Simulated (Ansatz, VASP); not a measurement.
**Two plane-wave programs on PtS2**

File POSCAR:

```
PtS2
1.0
    3.5432000000      0.0000000000      0.0000000000
   -1.7716000000      3.0685012107      0.0000000000
    0.0000000000      0.0000000000      5.0388000000
Pt S
1 2
Direct
    0.0000000000      0.0000000000      0.0000000000
    0.6666666667      0.3333333333      0.7730000000
    0.3333333333      0.6666666667      0.2270000000
```

The input INCAR.step1:

```
SYSTEM = PtS2
  ALGO = Normal
  EDIFF = 1E-5
  ENCUT = 520
  GGA = PE
  ISIF = 2
  ISMEAR = -1
  LASPH = .TRUE.
  LCHARG = .FALSE.
  LMAXMIX = 4
  LREAL = .FALSE.
  LWAVE = .TRUE.
  NELM = 100
  PREC = Accurate
  SIGMA = 0.05
```

File INCAR.step2:

```
SYSTEM = PtS2
  AEXX = 0.25
  ALGO = Normal
  EDIFF = 1E-7
  ENCUT = 520
  GGA = PE
  HFRCUT = -1
  ISIF = 2
  ISMEAR = -1
  ISTART = 1
  LASPH = .TRUE.
  LCHARG = .FALSE.
  LHFCALC = .TRUE.
  LMAXMIX = 4
  LREAL = .FALSE.
  LWAVE = .FALSE.
  NELM = 100
  PREC = Accurate
  PRECFOCK = Fast
  SIGMA = 0.05
```

File KPOINTS:

```
k-points
0
G
  5 5 3
  0 0 0
```

File KPOINTS_OPT:

```
path GMKGALHA,LM,KH
10
line-mode
reciprocal
 0.0000000000  0.0000000000  0.0000000000  G
 0.5000000000  0.0000000000  0.0000000000  M

 0.5000000000  0.0000000000  0.0000000000  M
 0.3333333333  0.3333333333  0.0000000000  K

 0.3333333333  0.3333333333  0.0000000000  K
 0.0000000000  0.0000000000  0.0000000000  G

 0.0000000000  0.0000000000  0.0000000000  G
 0.0000000000  0.0000000000  0.5000000000  A

 0.0000000000  0.0000000000  0.5000000000  A
 0.5000000000  0.0000000000  0.5000000000  L

 0.5000000000  0.0000000000  0.5000000000  L
 0.3333333333  0.3333333333  0.5000000000  H

 0.3333333333  0.3333333333  0.5000000000  H
 0.0000000000  0.0000000000  0.5000000000  A

 0.5000000000  0.0000000000  0.5000000000  L
 0.5000000000  0.0000000000  0.0000000000  M

 0.3333333333  0.3333333333  0.0000000000  K
 0.3333333333  0.3333333333  0.5000000000  H
```

input.yaml

```yaml
crystal:
  lattice:
    - [3.5432, 0.0, 0.0]
    - [-1.7716, 3.0685012107, 0.0]
    - [0.0, 0.0, 5.0388]
  atoms:
    - { symbol: Pt, position: [0.0, 0.0, 0.0] }
    - { symbol: S, position: [0.6666666667, 0.3333333333, 0.773] }
    - { symbol: S, position: [0.3333333333, 0.6666666667, 0.227] }
hamiltonian:
  xc: pbe0
  pseudopotentials: { kind: paw }
kpoints:
  mp_grid: { grid: [5, 5, 3] }
  band_path:
    path:
      - [[0.0, 0.0, 0.0], [0.5, 0.0, 0.0], [0.3333333333, 0.3333333333, 0.0], [0.0, 0.0, 0.0], [0.0, 0.0, 0.5], [0.5, 0.0, 0.5], [0.3333333333, 0.3333333333, 0.5], [0.0, 0.0, 0.5]]
      - [[0.5, 0.0, 0.5], [0.5, 0.0, 0.0]]
      - [[0.3333333333, 0.3333333333, 0.0], [0.3333333333, 0.3333333333, 0.5]]
    npoints: 4
scf:
  occupations: { method: fermi_dirac, width: 0.05 }
  n_extra_bands: 7
output:
  forces: true
  stress: true
  eigenvalues: true
  fatbands: false
```

Alike in both runs: task band structure; functional PBE0; k mesh 5 × 5 × 3; occupations fermi-dirac, width 0.05 eV; no spin polarisation.

```csv
,VASP,Ansatz
version,VASP 6.6.1,Ansatz 0.2.0
potentials or method,"VASP PAW PBE potentials, release 64 (Pt, S)",Ansatz PAW
plane-wave cutoff (eV),520,420
valence electrons in the cell,22,30
```

Ansatz gave:

| Item | Value |
| --- | --- |
| gap on the k mesh at the Fermi level (eV) | 2.59 |
| least direct gap on the mesh (eV) | 2.86 |
| gap along the band path (eV) | 2.37 |
| pressure (GPa) | 6.9 |
| largest component of the traceless stress (GPa) | 1.00 |
| rms of the force components (eV/Å) | 0.428 |

**Question.** Which values does VASP return?

**Answer.** gap on the k mesh at the Fermi level (eV): 2.53; least direct gap on the mesh (eV): 2.84; gap along the band path (eV): 2.24; pressure (GPa): 6.4; largest component of the traceless stress (GPa): 1.16; rms of the force components (eV/Å): 0.407.

Atom by atom the forces differ by 0.021 eV/Å (rms over components). With one functional, cell and mesh, what is left measures potentials, basis and numerics. The two sets of potentials don't hold the same shells in valence.

Caveats: spin-orbit coupling is left out, which moves the levels of the heavy elements; the PAW data sets were made with another functional, which shifts forces and pressure a little (VASP); the mesh misses the band edges, which the band path finds closer together (VASP); the k mesh misses the band edges, so the gap on the mesh is wider than the one along the path (Ansatz); the PAW data sets come from PBE, with cores solved anew for the run's functional, which leaves a small shift of forces and pressure (Ansatz); the thresholds are loose for stress (Ansatz).
